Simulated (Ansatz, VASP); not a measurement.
One calculation of Ir, two programs

```xyz
1
Lattice="-1.5786 1.5786 1.5786 1.5786 -1.5786 1.5786 1.5786 1.5786 -1.5786" Properties=species:S:1:pos:R:3 pbc="T T T"
Ir    0.0000    0.0000    0.0000
```

Alike in both runs: task single point; functional PBEsol; k mesh 16 × 16 × 16; occupations fermi-dirac, width 0.1 eV; no spin polarisation.

```csv
,VASP,Ansatz
version,VASP 6.6.1,Ansatz 0.2.0
potentials or method,"VASP PAW PBE potentials, release 64 (Ir)","plane waves (420 eV) with PAW, scalar-relativistic"
plane-wave cutoff (eV),520,420
valence electrons in the cell,9,17
```

```csv
,VASP,Ansatz,Ansatz less VASP
pressure (GPa),-21.1,-21.6,-0.47
```

The two sets of potentials don't hold the same shells in valence. Ansatz warned: «pseudo_functional_mismatch».

Caveats: so large a pressure means that the cell lies far from this level's equilibrium, or that cutoff or potentials fall short (VASP); the potentials were made for another functional, which shifts forces and pressure (VASP). Spin-orbit coupling is left out, which matters for the levels of Ir.
